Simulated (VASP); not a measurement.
# BaS (Fm-3m) in VASP: further runs

BaS is run at these levels: r2SCAN; tasks: single point.

Everything below comes from runs of VASP 6.6.1. Logs are shortened: lines on timing, memory, paths and dates and some standing lists are left out, and cuts for length are marked.

**What was measured.**

A printed reference work, monograph, original work of 1988 reports, for a bulk crystal of BaS at 2 K: band gap 3.806 eV (indirect).

How close the calculation comes is told below.

## Step 1: The cell of the first run

The structure is cubic, space group Fm-3m (No. 225). Conventional cell: a = 6.426 Å, b = 6.426 Å, c = 6.426 Å, α = 90.00°, β = 90.00°, γ = 90.00°. Within 4.2 Å of Ba (site symmetry m-3m) lie 6 S at 3.21 Å. S (site symmetry m-3m) has 6 Ba at 3.21 Å within 4.2 Å.

## Step 2: Single point, r2SCAN

File POSCAR:

```
BaS
1.0
    0.0000000000      3.2128429015      3.2128429015
    3.2128429015      0.0000000000      3.2128429015
    3.2128429015      3.2128429015      0.0000000000
Ba S
1 1
Direct
    0.0000000000      0.0000000000      0.0000000000
    0.5000000000      0.5000000000      0.5000000000
```

File INCAR.step1:

```
PREC = Accurate
ENCUT = 520
ISMEAR = -1
SIGMA = 0.02
LREAL = False
LASPH = True
NELM = 60
NBANDS = 15
GGA = PE
ALGO = Normal
EDIFF = 1E-4
LWAVE = True
LCHARG = False
```

File INCAR.step2:

```
PREC = Accurate
ENCUT = 520
EDIFF = 1E-6
ISMEAR = -1
SIGMA = 0.02
LREAL = False
LASPH = True
NELM = 60
ALGO = Normal
ISIF = 2
LWAVE = False
LCHARG = False
METAGGA = R2SCAN
LMIXTAU = True
NBANDS = 15
ISTART = 1
```

File KPOINTS:

```
Automatic mesh
0
Gamma
  8 8 8
```

Potentials or basis: VASP PAW PBE potentials, release 64 (Ba_sv, S).

The run is started by

```
> cat potpaw_PBE.64/Ba_sv/POTCAR potpaw_PBE.64/S/POTCAR > POTCAR
> cp INCAR.step1 INCAR
> mpirun -np 1 vasp_std > vasp.out
> cp INCAR.step2 INCAR
> mpirun -np 1 vasp_std > vasp.out
```

OUTCAR:

```text
PREC = Accurate
   ENCUT = 520
   EDIFF = 1E-6
   ISMEAR = -1
   LREAL = False
   LASPH = True
   NELM = 60
   ISIF = 2
   METAGGA = R2SCAN
   ISTART = 1

 ion  position               nearest neighbor table
   1  0.000  0.000  0.000-   2 3.21   2 3.21   2 3.21   2 3.21   2 3.21   2 3.21
   2  0.500  0.500  0.500-   1 3.21   1 3.21   1 3.21   1 3.21   1 3.21   1 3.21

  LATTYP: Found a face centered cubic cell.
 ALAT       =     6.4256858030

  Lattice vectors:

 A1 = (   0.0000000000,   3.2128429015,   3.2128429015)
 A2 = (   3.2128429015,   0.0000000000,   3.2128429015)
 A3 = (   3.2128429015,   3.2128429015,   0.0000000000)

Analysis of symmetry for initial positions (statically):
=====================================================================
 Subroutine PRICEL returns:
 Original cell was already a primitive cell.

 Routine SETGRP: Setting up the symmetry group for a
 face centered cubic supercell.

 Subroutine GETGRP returns: Found 48 space group operations
 (whereof 48 operations were pure point group operations)
 out of a pool of 48 trial point group operations.

The static configuration has the point symmetry O_h .

Analysis of symmetry for dynamics (positions and initial velocities):
=====================================================================
 Subroutine PRICEL returns:
 Original cell was already a primitive cell.

 Routine SETGRP: Setting up the symmetry group for a
 face centered cubic supercell.

 Subroutine GETGRP returns: Found 48 space group operations
 (whereof 48 operations were pure point group operations)
 out of a pool of 48 trial point group operations.

The dynamic configuration has the point symmetry O_h .

 Subroutine INISYM returns: Found 48 space group operations
 (whereof 48 operations are pure point group operations),
 and found     1 'primitive' translations

----------------------------------------------------------------------------------------

                                     Primitive cell

  volume of cell :      66.3282

  direct lattice vectors                    reciprocal lattice vectors
     0.000000000  3.212842902  3.212842902    -0.155625412  0.155625412  0.155625412
     3.212842902  0.000000000  3.212842902     0.155625412 -0.155625412  0.155625412
     3.212842902  3.212842902  0.000000000     0.155625412  0.155625412 -0.155625412

  length of vectors
     4.543646005  4.543646005  4.543646005     0.269551120  0.269551120  0.269551120

  position of ions in fractional coordinates (direct lattice)
     0.000000000  0.000000000  0.000000000
     0.500000000  0.500000000  0.500000000

  ion indices of the primitive-cell ions
   primitive index   ion index
                 1           1
                 2           2

----------------------------------------------------------------------------------------

 KPOINTS: Automatic mesh

Automatic generation of k-mesh.
 Grid dimensions read from file:
 generate k-points for:    8    8    8

 Generating k-lattice:

  Cartesian coordinates                     Fractional coordinates (reciprocal lattice)
    -0.019453176  0.019453176  0.019453176     0.125000000  0.000000000  0.000000000
     0.019453176 -0.019453176  0.019453176     0.000000000  0.125000000  0.000000000
     0.019453176  0.019453176 -0.019453176     0.000000000  0.000000000  0.125000000

  Length of vectors
     0.033693890  0.033693890  0.033693890

  Shift w.r.t. Gamma in fractional coordinates (k-lattice)
     0.000000000  0.000000000  0.000000000

 Subroutine IBZKPT returns following result:
 ===========================================

 Found     29 irreducible k-points:

 Following reciprocal coordinates:
            Coordinates               Weight
  0.000000  0.000000  0.000000      1.000000
  0.125000  0.000000  0.000000      8.000000
  0.250000  0.000000  0.000000      8.000000
  0.375000  0.000000  0.000000      8.000000
  0.500000  0.000000  0.000000      4.000000
  0.125000  0.125000  0.000000      6.000000
[... 16 lines left out ...]
  0.500000  0.250000  0.125000     48.000000
 -0.375000  0.250000  0.125000     24.000000
 [... further k-points ...]
   k-points           NKPTS =     29   k-points in BZ     NKDIM =     29   number of bands    NBANDS=     15
   number of dos      NEDOS =    301   number of ions     NIONS =      2
   total plane-waves  NPLWV =  46656
   dimension x,y,z NGX =    36 NGY =   36 NGZ =   36
   dimension x,y,z NGXF=    72 NGYF=   72 NGZF=   72
   ions per type =               1   1
   NGX,Y,Z   is equivalent  to a cutoff of  13.17, 13.17, 13.17 a.u.
   NGXF,Y,Z  is equivalent  to a cutoff of  26.34, 26.34, 26.34 a.u.
 SYSTEM =  unknown system
   PREC   = accura    normal or accurate (medium, high low for compatibility)
   ISTART =      1    job   : 0-new  1-cont  2-samecut
   ICHARG =      0    charge: 1-file 2-atom 10-const
   ISPIN  =      1    spin polarized calculation?
   LNONCOLLINEAR =      F non collinear calculations
   LSORBIT =      F    spin-orbit coupling
   LASPH  =      T    aspherical Exc in radial PAW
   ENCUT  =  520.0 eV  38.22 Ry    6.18 a.u.   8.45  8.45  8.45*2*pi/ulx,y,z
   NELM   =     60;   NELMIN=  2; NELMDL=  0     # of ELM steps
   EDIFF  = 0.1E-05   stopping-criterion for ELM
   LREAL  =      F    real-space projection
   EDIFFG = 0.1E-04   stopping-criterion for IOM
   NSW    =      0    number of steps for IOM
   IBRION =     -1    ionic relax: 0-MD 1-quasi-New 2-CG
   NFREE  =      0    steps in history (QN), initial steepest desc. (CG)
   ISIF   =      2    stress and relaxation
   ISYM   =      2    0-nonsym 1-usesym 2-fastsym
   POTIM  = 0.5000    time-step for ionic-motion
   TEBEG  =    0.0;   TEEND  =   0.0 temperature during run
   PSTRESS=    0.0 pullay stress
   NELECT =      16.0000    total number of electrons
   NUPDOWN=      -1.0000    fix difference up-down
   EMIN   =  10.00;   EMAX   =-10.00  energy-range for DOS
   EFERMI =   0.00;   METHOD = LEGACY
   ISMEAR =    -1;   SIGMA  =   0.02  broadening in eV -4-tet -1-fermi 0-gaus
   EFERMI_NEDOS =   21; number of points for ismear=-14 and -15
   IALGO  =     38    algorithm
   IMIX   =      4    mixing-type and parameters
     AMIX     =   0.40;   BMIX     =  1.00
     AMIX_MAG =   1.60;   BMIX_MAG =  1.00
  volume/ion in A,a.u.               =      33.16       223.80
  Fermi-wavevector in a.u.,A,eV,Ry     =   1.019097  1.925813 14.130437  1.038558
  Thomas-Fermi vector in A             =   2.152591
   LORBIT       =      0    0 simple, 1 ext, 2 COOP (PROOUT), +10 PAW based schemes
   METAGGA = R2SCAN    functional components
   LHFCALC =     F    Hartree Fock is set to
   AEXX    =    0.0000 exact exchange contribution
   IVDW    =     0    specifies the selected vdW correction
   LEPSILON=     F    determine dielectric tensor
   LRPA    =     F    only Hartree local field effects (RPA)
 non-spin polarized calculation
  energy-cutoff  :      520.00
  volume of cell :       66.33
 maximum number of plane-waves:      1812
 NGX is ok and might be reduce to    36
   NGX = 17   NGY = 17   NGZ = 17

 number of electron      16.0000002 magnetization

 Free energy of the ion-electron system (eV)
  ---------------------------------------------------
  ext. energy  EPLUGINS =         0.00000000
  ---------------------------------------------------
  free energy    TOTEN  =       -39.20562910 eV

  energy without entropy =      -39.20562910  energy(sigma->0) =      -39.20562910

 E-fermi :   1.6061     XC(G=0):  -9.0008

 val. band max:        1.1273648256   @ k =   0.0000   0.0000   0.0000
 cond. band min:       3.6200177278   @ k =   0.5000   0.5000   0.0000
 fundamental gap:      2.4926529022
 Fermi energy:         1.6060544150

 k-point     1 :       0.0000    0.0000    0.0000
  band No.  band energies     occupation
      1     -25.7423      2.00000
      2     -10.3775      2.00000
      3     -10.3775      2.00000
      4     -10.3775      2.00000
      5      -9.6427      2.00000
      6       1.1274      2.00000
      7       1.1274      2.00000
      8       1.1274      2.00000
      9       5.2561      0.00000
     10       5.4316      0.00000
     11       5.4316      0.00000
     12       5.4316      0.00000
     13       6.4512      0.00000
     14       6.4512      0.00000
     15      10.2887      0.00000

 k-point     2 :       0.1250    0.0000    0.0000
  band No.  band energies     occupation
      1     -25.7360      2.00000
      2     -10.6874      2.00000
      3     -10.3825      2.00000
      4     -10.3825      2.00000
      5      -9.3179      2.00000
      6       0.7452      2.00000
      7       0.9298      2.00000
      8       0.9298      2.00000
      9       5.4313      0.00000
     10       5.6682      0.00000
     11       5.6682      0.00000
     12       5.8300      0.00000
     13       6.9001      0.00000
     14       6.9001      0.00000
     15      10.9249      0.00000

 k-point     3 :       0.2500    0.0000    0.0000
  band No.  band energies     occupation
      1     -25.7209      2.00000
      2     -11.1171      2.00000
      3     -10.3945      2.00000
      4     -10.3945      2.00000
      5      -8.8506      2.00000
      6       0.0293      2.00000
      7       0.5300      2.00000
      8       0.5300      2.00000
      9       5.6475      0.00000
     10       6.3314      0.00000
     11       6.3314      0.00000
     12       6.9984      0.00000
     13       8.0409      0.00000
     14       8.0409      0.00000
     15      12.1875      0.00000
[... 343 lines left out ...]
 k-point    23 :       0.5000    0.2500    0.1250
  band No.  band energies     occupation
      1     -25.6978      2.00000
      2     -11.2613      2.00000
      3     -10.5504      2.00000
      4     -10.4517      2.00000
      5      -8.7306      2.00000
      6      -0.2871      2.00000
      7       0.2398      2.00000
      8       0.6019      2.00000
      9       5.4047      0.00000
     10       7.1975      0.00000
     11       7.7505      0.00000
     12       7.9532      0.00000
     13       9.1148      0.00000
     14      10.3957      0.00000
     15      11.1684      0.00000

 k-point    24 :      -0.3750    0.2500    0.1250
  band No.  band energies     occupation
      1     -25.6928      2.00000
      2     -11.3104      2.00000
      3     -10.5587      2.00000
      4     -10.4748      2.00000
      5      -8.6887      2.00000
      6      -0.3113      2.00000
      7       0.2882      2.00000
      8       0.3597      2.00000
      9       6.2328      0.00000
     10       6.4141      0.00000
     11       8.2562      0.00000
     12       8.5359      0.00000
     13       9.5572      0.00000
     14      10.3909      0.00000
     15      11.1943      0.00000

 [... further k-points ...]

------------------------ aborting loop because EDIFF is reached ----------------------------------------

  FORCE on cell =-STRESS in cart. coord.  units (eV):
  Direction    XX          YY          ZZ          XY          YZ          ZX
  --------------------------------------------------------------------------------------
  -------------------------------------------------------------------------------------
  Total        0.2240428      0.2240428      0.2240428      0.0000000      0.0000000     -0.0000000
  in kB        5.4118171      5.4118171      5.4118171      0.0000000      0.0000000     -0.0000000
  external PRESSURE =       5.4118171 kB  Pullay stress =       0.0000000 kB

 VOLUME and BASIS-vectors are now :
 -----------------------------------------------------------------------------
  energy-cutoff  :      520.00
  volume of cell :       66.33
      direct lattice vectors                 reciprocal lattice vectors
     0.000000000  3.212842902  3.212842902    -0.155625412  0.155625412  0.155625412
     3.212842902  0.000000000  3.212842902     0.155625412 -0.155625412  0.155625412
     3.212842902  3.212842902  0.000000000     0.155625412  0.155625412 -0.155625412

 POSITION                                       TOTAL-FORCE (eV/Angst)
 -----------------------------------------------------------------------------------
      0.00000      0.00000      0.00000         0.000000     -0.000000      0.000000
      3.21284      3.21284      3.21284        -0.000000      0.000000     -0.000000
 -----------------------------------------------------------------------------------
    total drift:                                0.000000      0.000000      0.000000

  FREE ENERGIE OF THE ION-ELECTRON SYSTEM (eV)
  ---------------------------------------------------
  free  energy   TOTEN  =       -39.2056291026 eV

  energy  without entropy=      -39.2056291026  energy(sigma->0) =      -39.20562910
```

Run time: 49 s. Hardware: 1 thread of Intel Xeon 6975P-C (Granite Rapids), shared host; peak memory 0.22 GiB.

What came out:

```yaml
Free_energy: -39.2056 eV
Pressure: 0.5 GPa
Band_gap_on_the_k_mesh: 2.49 eV, indirect (least direct gap 2.64 eV)
```

Caveat: the PAW data sets were made with another functional, which shifts forces and pressure a little; spin-orbit coupling is left out, which moves the levels of the heavy elements.

## Step 3: Single point, r2SCAN

File POSCAR:

```
BaS
1.0
    0.0000000000      3.2128429000      3.2128429000
    3.2128429000      0.0000000000      3.2128429000
    3.2128429000      3.2128429000      0.0000000000
Ba S
1 1
Direct
    0.0000000000      0.0000000000      0.0000000000
    0.5000000000      0.5000000000      0.5000000000
```

File INCAR.step1:

```
SYSTEM = BaS
PREC = Accurate ; ENCUT = 520
ISMEAR = -1 ; SIGMA = 0.02
LREAL = .False. ; LASPH = .True.
NELM = 80 ; NBANDS = 15
GGA = PE ; ALGO = Normal
EDIFF = 1E-4 ; LWAVE = .True.
LCHARG = .False.
```

File INCAR.step2:

```
SYSTEM = BaS
PREC = Accurate ; ENCUT = 520
EDIFF = 1E-6 ; ISMEAR = -1
SIGMA = 0.02 ; LREAL = .False.
LASPH = .True. ; NELM = 80
ALGO = Normal ; ISIF = 2
LWAVE = .False. ; LCHARG = .False.
METAGGA = R2SCAN ; LMIXTAU = .True.
NBANDS = 15 ; ISTART = 1
```

File KPOINTS:

```
regular mesh
0
Gamma
  8 8 8
  0 0 0
```

Potentials or basis: VASP PAW PBE potentials, release 64 (Ba_sv, S).

The run is started by

```
> cat potpaw_PBE.64/Ba_sv/POTCAR potpaw_PBE.64/S/POTCAR > POTCAR
> cp INCAR.step1 INCAR
> mpirun -np 1 vasp_std > vasp.out
> cp INCAR.step2 INCAR
> mpirun -np 1 vasp_std > vasp.out
```

Wall time 51 s (1 thread of Intel Xeon 6975P-C (Granite Rapids), shared host); peak memory 0.22 GiB.

It converged, with:

```
Free energy            : -39.2056 eV
Pressure               : 0.5 GPa
Band gap on the k mesh : 2.49 eV, indirect (least direct gap 2.64 eV)
```

Levels at points of the mesh, in eV from the valence-band top:
```csv
k point,band 4,band 5,band 6,band 7,band 8,band 9,band 10,band 11,band 12,band 13
"(0.00, 0.00, 0.00)",-11.50,-10.77,0.00,0.00,0.00,4.13,4.30,4.30,4.30,5.32
"(0.50, 0.00, 0.00)",-11.54,-9.51,-1.88,-1.05,-1.05,5.97,6.08,6.78,6.78,9.49
"(0.50, 0.50, 0.00)",-11.69,-10.68,-0.54,-0.14,-0.14,2.49,6.48,6.61,7.95,7.95
```

Caveat: the PAW data sets were made with another functional, which shifts forces and pressure a little; spin-orbit coupling is left out, which moves the levels of the heavy elements.

## Step 4: How close it comes

Step 2. Measured gap of BaS: 3.806 eV (indirect; 2 K; a printed reference work, monograph, original work of 1988). This calculation gives 2.49 eV (-1.31 eV). Spin-orbit coupling on Ba is left out. The value is that of r2SCAN on a finite k mesh, which can miss the band edges, without temperature or zero-point motion.

Step 3. Measured gap of BaS: 3.806 eV (indirect; 2 K; a printed reference work, monograph, original work of 1988). This calculation gives 2.49 eV (-1.31 eV). Spin-orbit coupling on Ba is left out. The value is that of r2SCAN on a finite k mesh, which can miss the band edges, without temperature or zero-point motion.
